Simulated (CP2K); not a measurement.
Crystal: Ti.

```
CELL_PARAMETERS angstrom
2.87085 0.00000 0.00000
1.43543 2.48623 0.00000
1.43543 0.82874 2.34404
ATOMIC_POSITIONS crystal
Ti 0.00000 0.00000 0.00000
```

This isn't the form of Ti at room conditions, which is hcp.

Base run:

| Property | Result |
| --- | --- |
| Program | CP2K 2026.2 |
| Functional | LDA |
| Potentials or basis | POTENTIAL_UZH Ti GTH-PBE-q12; TZVP-MOLOPT-PBE-GTH basis |
| Density cutoff | 9184 eV |
| k mesh | 11 × 11 × 11 |
| Occupations | fermi-dirac, width 0.05 eV |
| Spin | no spin polarisation |

Its results: band gap on the k mesh none (metal or under the smearing width); pressure -4.5 GPa.

Question: The run is repeated on the same cell with these changes: functional from LDA to PW91. What comes out?

Answer: Band gap on the k mesh none (metal or under the smearing width); pressure 3.6 GPa.

PW91 binds less tightly than LDA, so the same cell stands under more pressure.

Caveats: the potentials were made for another functional, which shifts forces and pressure; the basis of atomic orbitals isn't converged, which shifts pressures, moduli and gaps.
